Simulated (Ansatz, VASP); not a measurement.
Given: the input of a run of Ansatz 0.2.0 on Mg.

input.yaml

```yaml
crystal:
  lattice:
    - [0.0, 2.2291934254, 2.2291934254]
    - [2.2291934254, 0.0, 2.2291934254]
    - [2.2291934254, 2.2291934254, 0.0]
  atoms:
    - { symbol: Mg, position: [0.0, 0.0, 0.0] }
kpoints:
  mp_grid: { grid: [10, 10, 10] }
scf:
  occupations: { method: gaussian, width: 0.15 }
hamiltonian:
  xc: rpbe
  dispersion: d3bj
  pseudopotentials: { kind: all_electron, lapw: { basis_error: 0.002 } }
output:
  forces: true
  stress: true
  eigenvalues: true
```

Potentials or basis: all-electron LAPW, scalar-relativistic.

Command:

```console
$ ansatz run input.yaml --threads 1 --pin off --max-ram 2560MiB --backend cpu --events-out ev --progress --plain --runs-dir out
```

**Question.** Set up the same calculation for VASP 6.6.1. Potentials there: VASP PAW PBE potentials, release 64 (Mg).

**Answer.** As run (the cutoff follows the program's own potentials):

The input INCAR:

```
ALGO = Fast
EDIFF = 1E-7
ENCUT = 520
GGA = RP
ISIF = 2
ISMEAR = 0
IVDW = 12
LASPH = T
LCHARG = F
LREAL = F
LWAVE = F
NBANDS = 7
NELM = 60
PREC = Accurate
SIGMA = 0.15
```

Contents of KPOINTS:

```
k-points
0
Gamma
  10 10 10
```

POSCAR

```
Mg
1.0
    0.0000000000      2.2291934254      2.2291934254
    2.2291934254      0.0000000000      2.2291934254
    2.2291934254      2.2291934254      0.0000000000
Mg
1
Direct
    0.0000000000      0.0000000000      0.0000000000
```

Potentials or basis: VASP PAW PBE potentials, release 64 (Mg).

Run with:

```sh
$ cat potpaw_PBE.64/Mg/POTCAR > POTCAR
$ mpirun -np 1 vasp_std > vasp.out
```

Both were run:

|  | VASP | Ansatz | Ansatz less VASP |
| --- | --- | --- | --- |
| gap on the k mesh at the Fermi level (eV) | none | none | - |
| pressure (GPa) | -12.2 | -12.1 | +0.15 |
| dispersion energy (meV/atom) | -1347.1 | -1347.2 | -0.07 |

A gap of «none» marks a metal or a gap that the smearing closes. Ansatz ran all-electron here, so the differences hold the error of VASP's frozen core and of both bases.

Caveats: pairwise dispersion overbinds metals, which lowers pressure and volume; the PAW data sets were made with another functional, which shifts forces and pressure a little (VASP).
